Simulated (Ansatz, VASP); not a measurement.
**Two plane-wave programs on GaN**

```
Ga N
1.0
     0.00000    2.26156    2.26156
     2.26156    0.00000    2.26156
     2.26156    2.26156    0.00000
Ga N
1 1
Direct
  0.00000 0.00000 0.00000
  0.75000 0.75000 0.75000
```

Alike in both runs: functional PBE; k mesh 10 × 10 × 10; no spin polarisation.

Ansatz relaxed the structure, and its values are those at the end. VASP's run is a single point on that final structure, the one shown.

|  | VASP | Ansatz |
| --- | --- | --- |
| version | VASP 6.6.1 | Ansatz 0.2.0 |
| potentials or method | VASP PAW PBE potentials, release 64 (Ga_d, N) | scalar-relativistic, plane waves, PAW |
| plane-wave cutoff (eV) | 520 | 420 |
| occupations | gaussian, width 0.01 eV | fixed |
| valence electrons in the cell | 18 | 18 |

```tsv
	VASP	Ansatz	Ansatz less VASP
gap on the k mesh at the Fermi level (eV)	1.66	1.65	-0.007
least direct gap on the mesh (eV)	1.66	1.65	-0.007
pressure (GPa)	3.1	3.0	-0.08
```

PBE gaps usually lie below the measured ones, often by a third to a half.
